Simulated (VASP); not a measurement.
# Bi (Im-3m) in VASP: further runs

The runs below take Bi through single point, relaxation of cell and atoms, with PBEsol.

Everything below comes from runs of VASP 6.6.1. Logs are shortened: lines on timing, memory, paths and dates and some standing lists are left out, and cuts for length are marked.

### 1 The structure

Symmetry: Im-3m, No. 229, cubic system. Conventional cell: a = 3.754 Å, b = 3.754 Å, c = 3.754 Å, α = 90.00°, β = 90.00°, γ = 90.00°. Around Bi (site symmetry m-3m) lie 8 Bi at 3.25 Å.

This isn't the form of Bi at room conditions, which is rhombohedral.

### 2 Single point, PBEsol

The input, INCAR:

```
  ALGO = Fast
  EDIFF = 1E-6
  ENCUT = 520
  GGA = PS
  ISIF = 2
  ISMEAR = 0
  LASPH = T
  LCHARG = F
  LREAL = F
  LWAVE = F
  NBANDS = 14
  NELM = 100
  PREC = Accurate
  SIGMA = 0.1
```

The input, KPOINTS:

```
k-points
0
Gamma
  16 16 16
```

The input, POSCAR:

```
Bi
1.0
   -1.8771654406      1.8771654406      1.8771654406
    1.8771654406     -1.8771654406      1.8771654406
    1.8771654406      1.8771654406     -1.8771654406
Bi
1
Direct
    0.0000000000      0.0000000000      0.0000000000
```

Potentials or basis: VASP PAW PBE potentials, release 64 (Bi_d).

Started as:

```sh
$ cat potpaw_PBE.64/Bi_d/POTCAR > POTCAR
$ mpirun -np 1 vasp_std > vasp.out
```

OUTCAR:

```text
EDIFF = 1E-6
   ENCUT = 520
   GGA = PS
   ISIF = 2
   ISMEAR = 0
   LASPH = T
   LREAL = F
   NELM = 100
   PREC = Accurate

 ion  position               nearest neighbor table
   1  0.000  0.000  0.000-

  LATTYP: Found a body centered cubic cell.
 ALAT       =     3.7543308812

  Lattice vectors:

 A1 = (  -1.8771654406,   1.8771654406,   1.8771654406)
 A2 = (   1.8771654406,  -1.8771654406,   1.8771654406)
 A3 = (   1.8771654406,   1.8771654406,  -1.8771654406)

Analysis of symmetry for initial positions (statically):
=====================================================================
 Subroutine PRICEL returns:
 Original cell was already a primitive cell.

 Routine SETGRP: Setting up the symmetry group for a
 body centered cubic supercell.

 Subroutine GETGRP returns: Found 48 space group operations
 (whereof 48 operations were pure point group operations)
 out of a pool of 48 trial point group operations.

The static configuration has the point symmetry O_h .

Analysis of symmetry for dynamics (positions and initial velocities):
=====================================================================
 Subroutine PRICEL returns:
 Original cell was already a primitive cell.

 Routine SETGRP: Setting up the symmetry group for a
 body centered cubic supercell.

 Subroutine GETGRP returns: Found 48 space group operations
 (whereof 48 operations were pure point group operations)
 out of a pool of 48 trial point group operations.

The dynamic configuration has the point symmetry O_h .

 Subroutine INISYM returns: Found 48 space group operations
 (whereof 48 operations are pure point group operations),
 and found     1 'primitive' translations

----------------------------------------------------------------------------------------

                                     Primitive cell

  volume of cell :      26.4586

  direct lattice vectors                    reciprocal lattice vectors
    -1.877165441  1.877165441  1.877165441     0.000000000  0.266359048  0.266359048
     1.877165441 -1.877165441  1.877165441     0.266359048  0.000000000  0.266359048
     1.877165441  1.877165441 -1.877165441     0.266359048  0.266359048  0.000000000

  length of vectors
     3.251345917  3.251345917  3.251345917     0.376688578  0.376688578  0.376688578

  position of ions in fractional coordinates (direct lattice)
     0.000000000  0.000000000  0.000000000

  ion indices of the primitive-cell ions
   primitive index   ion index
                 1           1

----------------------------------------------------------------------------------------

 KPOINTS: k-points

Automatic generation of k-mesh.
 Grid dimensions read from file:
 generate k-points for:   16   16   16

 Generating k-lattice:

  Cartesian coordinates                     Fractional coordinates (reciprocal lattice)
     0.000000000  0.016647441  0.016647441     0.062500000  0.000000000  0.000000000
     0.016647441  0.000000000  0.016647441     0.000000000  0.062500000  0.000000000
     0.016647441  0.016647441  0.000000000     0.000000000  0.000000000  0.062500000

  Length of vectors
     0.023543036  0.023543036  0.023543036

  Shift w.r.t. Gamma in fractional coordinates (k-lattice)
     0.000000000  0.000000000  0.000000000

 Subroutine IBZKPT returns following result:
 ===========================================

 Found    145 irreducible k-points:

 Following reciprocal coordinates:
            Coordinates               Weight
  0.000000  0.000000  0.000000      1.000000
  0.062500  0.000000  0.000000     12.000000
  0.125000  0.000000  0.000000     12.000000
  0.187500  0.000000  0.000000     12.000000
  0.250000  0.000000  0.000000     12.000000
  0.312500  0.000000  0.000000     12.000000
[... 16 lines left out ...]
  0.187500  0.187500  0.000000     24.000000
  0.250000  0.187500  0.000000     48.000000
 [... further k-points ...]
   k-points           NKPTS =    145   k-points in BZ     NKDIM =    145   number of bands    NBANDS=     14
   number of dos      NEDOS =    301   number of ions     NIONS =      1
   total plane-waves  NPLWV =  13824
   dimension x,y,z NGX =    24 NGY =   24 NGZ =   24
   dimension x,y,z NGXF=    48 NGYF=   48 NGZF=   48
   ions per type =               1
   NGX,Y,Z   is equivalent  to a cutoff of  12.27, 12.27, 12.27 a.u.
   NGXF,Y,Z  is equivalent  to a cutoff of  24.54, 24.54, 24.54 a.u.
 SYSTEM =  unknown system
   PREC   = accura    normal or accurate (medium, high low for compatibility)
   ISTART =      0    job   : 0-new  1-cont  2-samecut
   ICHARG =      2    charge: 1-file 2-atom 10-const
   ISPIN  =      1    spin polarized calculation?
   LNONCOLLINEAR =      F non collinear calculations
   LSORBIT =      F    spin-orbit coupling
   LASPH  =      T    aspherical Exc in radial PAW
   ENCUT  =  520.0 eV  38.22 Ry    6.18 a.u.   6.05  6.05  6.05*2*pi/ulx,y,z
   NELM   =    100;   NELMIN=  2; NELMDL= -5     # of ELM steps
   EDIFF  = 0.1E-05   stopping-criterion for ELM
   LREAL  =      F    real-space projection
   EDIFFG = 0.1E-04   stopping-criterion for IOM
   NSW    =      0    number of steps for IOM
   IBRION =     -1    ionic relax: 0-MD 1-quasi-New 2-CG
   NFREE  =      0    steps in history (QN), initial steepest desc. (CG)
   ISIF   =      2    stress and relaxation
   ISYM   =      2    0-nonsym 1-usesym 2-fastsym
   POTIM  = 0.5000    time-step for ionic-motion
   TEBEG  =    0.0;   TEEND  =   0.0 temperature during run
   PSTRESS=    0.0 pullay stress
   NELECT =      15.0000    total number of electrons
   NUPDOWN=      -1.0000    fix difference up-down
   EMIN   =  10.00;   EMAX   =-10.00  energy-range for DOS
   EFERMI =   0.00;   METHOD = LEGACY
   ISMEAR =     0;   SIGMA  =   0.10  broadening in eV -4-tet -1-fermi 0-gaus
   EFERMI_NEDOS =   21; number of points for ismear=-14 and -15
   IALGO  =     68    algorithm
   IMIX   =      4    mixing-type and parameters
     AMIX     =   0.40;   BMIX     =  1.00
     AMIX_MAG =   1.60;   BMIX_MAG =  1.00
  volume/ion in A,a.u.               =      26.46       178.55
  Fermi-wavevector in a.u.,A,eV,Ry     =   1.354927  2.560442 24.977961  1.835828
  Thomas-Fermi vector in A             =   2.482058
   LORBIT       =      0    0 simple, 1 ext, 2 COOP (PROOUT), +10 PAW based schemes
   GGA     = PS    functional components
   LHFCALC =     F    Hartree Fock is set to
   AEXX    =    0.0000 exact exchange contribution
   IVDW    =     0    specifies the selected vdW correction
   LEPSILON=     F    determine dielectric tensor
   LRPA    =     F    only Hartree local field effects (RPA)
 non-spin polarized calculation
 RMM-DIIS sequential band-by-band and
 Gauss-broadening in eV      SIGMA  =   0.10
  energy-cutoff  :      520.00
  volume of cell :       26.46
 maximum number of plane-waves:       733
   NGX = 13   NGY = 13   NGZ = 13

 number of electron      14.9999992 magnetization

 Free energy of the ion-electron system (eV)
  ---------------------------------------------------
  ext. energy  EPLUGINS =         0.00000000
  ---------------------------------------------------
  free energy    TOTEN  =        -4.12209825 eV

  energy without entropy =       -4.11944114  energy(sigma->0) =       -4.12076969

 E-fermi :   9.8907     XC(G=0): -11.2367

 val. band max:        9.8899357029   @ k =   0.3125   0.1250   0.0625
 cond. band min:       9.9341379756   @ k =   0.3125   0.1875   0.1250
 fundamental gap:      0.0442022727
 Fermi energy:         9.8907161627

 k-point     1 :       0.0000    0.0000    0.0000
  band No.  band energies     occupation
      1     -13.1935      2.00000
      2     -13.1935      2.00000
      3     -13.1935      2.00000
      4     -12.9745      2.00000
      5     -12.9745      2.00000
      6      -4.8631      2.00000
      7      16.3252      0.00000
      8      16.3252      0.00000
      9      16.3252      0.00000
     10      20.3966      0.00000
     11      20.3966      0.00000
     12      20.3966      0.00000
     13      21.3533      0.00000
     14      22.7530      0.00000

 k-point     2 :       0.0625    0.0000    0.0000
  band No.  band energies     occupation
      1     -13.1963      2.00000
      2     -13.1894      2.00000
      3     -13.1803      2.00000
      4     -12.9777      2.00000
      5     -12.9749      2.00000
      6      -4.7768      2.00000
      7      15.4015      0.00000
      8      16.0234      0.00000
      9      16.2178      0.00000
     10      19.7848      0.00000
     11      20.1449      0.00000
     12      20.3044      0.00000
     13      21.9180      0.00000
     14      23.1355      0.00000

 k-point     3 :       0.1250    0.0000    0.0000
  band No.  band energies     occupation
      1     -13.2041      2.00000
      2     -13.1786      2.00000
      3     -13.1428      2.00000
      4     -12.9863      2.00000
      5     -12.9761      2.00000
      6      -4.5182      2.00000
      7      13.4942      0.00000
      8      15.2948      0.00000
      9      15.9041      0.00000
     10      18.8957      0.00000
     11      19.6493      0.00000
     12      20.2476      0.00000
     13      22.5780      0.00000
     14      24.0439      0.00000
[... 324 lines left out ...]
 k-point    23 :       0.1875    0.1875    0.0000
  band No.  band energies     occupation
      1     -13.2163      2.00000
      2     -13.1477      2.00000
      3     -13.0129      2.00000
      4     -12.9921      2.00000
      5     -12.9527      2.00000
      6      -2.6039      2.00000
      7       7.8959      2.00000
      8      10.7031      0.00000
      9      13.6857      0.00000
     10      18.8413      0.00000
     11      19.4466      0.00000
     12      22.2212      0.00000
     13      23.8209      0.00000
     14      25.3144      0.00000

 k-point    24 :       0.2500    0.1875    0.0000
  band No.  band energies     occupation
      1     -13.2210      2.00000
      2     -13.1342      2.00000
      3     -13.0089      2.00000
      4     -12.9965      2.00000
      5     -12.9192      2.00000
      6      -1.8540      2.00000
      7       6.6104      2.00000
      8       9.6785      1.99731
      9      13.2655      0.00000
     10      18.6835      0.00000
     11      19.9535      0.00000
     12      22.4677      0.00000
     13      24.8796      0.00000
     14      25.0185      0.00000

 [... further k-points ...]
[... 5 lines left out ...]
  --------------------------------------------------------------------------------------
  -------------------------------------------------------------------------------------
  Total        1.6631472      1.6631472      1.6631472     -0.0000000     -0.0000000      0.0000000
  in kB      100.7102369    100.7102369    100.7102369     -0.0000000     -0.0000000      0.0000000
  external PRESSURE =     100.7102369 kB  Pullay stress =       0.0000000 kB

 VOLUME and BASIS-vectors are now :
 -----------------------------------------------------------------------------
  energy-cutoff  :      520.00
  volume of cell :       26.46
      direct lattice vectors                 reciprocal lattice vectors
    -1.877165441  1.877165441  1.877165441     0.000000000  0.266359048  0.266359048
     1.877165441 -1.877165441  1.877165441     0.266359048  0.000000000  0.266359048
     1.877165441  1.877165441 -1.877165441     0.266359048  0.266359048  0.000000000

 POSITION                                       TOTAL-FORCE (eV/Angst)
 -----------------------------------------------------------------------------------
      0.00000      0.00000      0.00000         0.000000     -0.000000     -0.000000
 -----------------------------------------------------------------------------------
    total drift:                               -0.000000      0.000000      0.000000

  FREE ENERGIE OF THE ION-ELECTRON SYSTEM (eV)
  ---------------------------------------------------
  free  energy   TOTEN  =        -4.1220982453 eV

  energy  without entropy=       -4.1194411432  energy(sigma->0) =       -4.12076969
```

Wall time 12 s (1 thread of Intel Xeon 6975P-C (Granite Rapids), shared host); peak memory 0.17 GiB.

Results:

```
Free energy            : -4.1221 eV
Pressure               : 10.1 GPa
Band gap on the k mesh : none (metal or under the smearing width)
```

Caveat: the PAW data sets were made with another functional, which shifts forces and pressure a little; spin-orbit coupling is left out, which moves the levels of the heavy elements.

### 3 Relaxation of cell and atoms, PBEsol, target pressure 10.1 GPa, at which the enthalpy is minimised

The input, INCAR:

```
PREC = Accurate
ENCUT = 600
EDIFF = 1E-7
ISMEAR = 0
SIGMA = 0.1
LREAL = F
LASPH = T
NELM = 100
ALGO = Normal
ISIF = 3
LWAVE = F
LCHARG = F
GGA = PS
IBRION = 2
NSW = 100
EDIFFG = -0.002
PSTRESS = 101.0
```

The input, KPOINTS:

```
Automatic mesh
0
Gamma
  16 16 16
```

POSCAR is that of step 2.

Potentials or basis: VASP PAW PBE potentials, release 64 (Bi_d).

Started as:

```sh
$ cat potpaw_PBE.64/Bi_d/POTCAR > POTCAR
$ mpirun -np 1 vasp_std > vasp.out
```

Wall time 35 s (1 thread of Intel Xeon 6975P-C (Granite Rapids), shared host); peak memory 0.19 GiB.

Results (log left out):

| Property | Result |
| --- | --- |
| Free energy | -4.1226 eV |
| Relaxed volume | 26.46 Å³/atom |
| Relaxed cell | a = 3.251 Å, b = 3.251 Å, c = 3.251 Å, α = 109.47°, β = 109.47°, γ = 109.47° |
| Space group after relaxing (to 0.05 Å) | Im-3m (No. 229) |
| Energy change on relaxing (the enthalpy is what falls) | -0.2 meV/atom |
| Ionic steps | 3 |
| Pressure after relaxing | 10.1 GPa |
| Band gap on the k mesh | none (metal or under the smearing width) |

The path:
```csv
step,energy change (eV),largest force (eV/Å),pressure (GPa),volume (Å³)
1,0.0000,0.0000,10.11,26.46
2,-0.0006,0.0000,10.07,26.47
3,-0.0002,0.0000,10.09,26.46
```

Final structure:
```
Bi
1.0
    -1.87723    1.87723    1.87723
     1.87723   -1.87723    1.87723
     1.87723    1.87723   -1.87723
Bi
1
Cartesian
  0.0000 0.0000 0.0000
```

Levels at points of the mesh, in eV from the Fermi level:
| k point | band 6 | band 7 | band 8 | band 9 | band 10 | band 11 |
| --- | --- | --- | --- | --- | --- | --- |
| (0.00, 0.00, 0.00) | -14.75 | 6.43 | 6.43 | 6.43 | 10.51 | 10.51 |
| (0.50, 0.00, 0.00) | -10.69 | -6.07 | 1.94 | 3.91 | 6.65 | 8.07 |
| (0.50, 0.50, 0.50) | -7.76 | -2.16 | -2.16 | -2.16 | 3.41 | 3.41 |

Caveat: the cell is relaxed towards a set pressure, so the enthalpy falls and the energy may rise; the PAW data sets were made with another functional, which shifts forces and pressure a little; spin-orbit coupling is left out, which moves the levels of the heavy elements.
